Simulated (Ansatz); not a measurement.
## MnO2: changing the Hubbard U on Mn d

The cell as given:

Symmetry: R-3m, No. 166, trigonal system. The conventional cell has a = 2.857 Å, b = 2.857 Å, c = 13.752 Å, α = 90.00°, β = 90.00°, γ = 120.00°. Mn (site symmetry -3m) has 6 O at 1.90 Å as nearest neighbours. Around O (site symmetry 3m) lie 3 Mn at 1.90 Å.

Measurements of this composition are mostly on another form, of space group No. 136.

Kept alike: task relaxation of cell and atoms; functional PBEsol; k mesh 11 × 11 × 11; occupations fermi-dirac, width 0.05 eV; collinear spin, ferromagnetic start. Program: Ansatz, Ansatz PAW, cutoff 420 eV. The mesh is that of the run's cell of 3 atoms. No spin-orbit coupling.

| run | volume (Å³/atom) | largest site moment (μB) |
| --- | --- | --- |
| A | 11.711 | 3.45 |
| B | 11.619 | 2.93 |
| C | 11.542 | 2.54 |
| D | 11.579 | 2.80 |
| E | 11.581 | 2.70 |
| F | 11.648 | 3.07 |
| G | 11.549 | 2.62 |
| H | 11.515 | 2.47 |

The relaxations keep at least the cell's symmetry (R-3m). Relaxations stop with a little pressure left, so the last digits of a volume or edge aren't settled. Ansatz's relaxations hold a Pulay term in the stress (up to 0.8 GPa here). How U acts hangs on the program's projectors. The runs hold the magnetic state that their start led to, which needn't be the lowest. Site moments count inside each atom's sphere or projector. All rows use potentials made for PBE. U is the effective U - J on orthogonalised atomic projectors. Double counting: fully localised limit (the default).

Problem. The runs differ in the Hubbard U on Mn d alone: 0; 1; 2; 3; 4; 5; 6; 8 eV. Which run is which?

Solution. Run A is 8 eV; run B is 5 eV; run C is 1 eV; run D is 4 eV; run E is 3 eV; run F is 6 eV; run G is 2 eV; run H is 0 eV. The volume runs from 11.515 (0) to 11.711 Å³/atom (8). The largest site moment rises from 2.47 to 3.45 μB between 0 and 8 eV. U favours whole occupations of the shell, which as a rule raises the local moment.
